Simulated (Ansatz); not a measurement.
Computed with Ansatz on PBE0-D4/def2-TZVP structures; ΔE is electronic, products minus reactants. CCSD(T)/CBS adds triple-zeta CCSD(T) − MP2 to the extrapolated MP2 energy (def2 sets, frozen cores). This one scheme is used for every species. DFT in def2-TZVPP. No spin–orbit coupling; open shells (•) take unrestricted orbitals. For Br, Ga outer-core shells are correlated without core-valence functions, which leaves a few kJ/mol of doubt a bond. Scalar relativity is left out up to krypton. Each species was taken in one conformer, which may not be the lowest.

`[OH][GaH][Br]` + `F[C](F)F`• → `[OH][Ga][Br]`• + trifluoromethane  (hydrogen abstraction from a Ga–H bond)

Problem. Is it downhill or uphill in electronic energy at CCSD(T)/CBS, and by how much? (Best estimate.)

Solution. Computed: Downhill: ΔE = -119.4 kJ/mol.

Problem. What do these levels give: r2SCAN-D4, PBE0-D4, CAM-B3LYP-D4, PBE0, r2SCANh, MP2/def2-SVP? (Estimate.)

Solution. Computed: r2SCAN-D4 -114.3, PBE0-D4 -121.2, CAM-B3LYP-D4 -119.0, PBE0 -122.0, r2SCANh -114.0, MP2/def2-SVP -118.9 kJ/mol.

Largest T1 diagnostic among the species: 0.014.

From PBE to PBE0 (25 % exact exchange), in def2-TZVPP and without D4, ΔE moves by +3.9 kJ/mol. In def2-TZVPP, CCSD(T) changes the Hartree–Fock value by −18.3 kJ/mol (the triples alone add −2.0 kJ/mol) and MP2 by −22.4 kJ/mol.
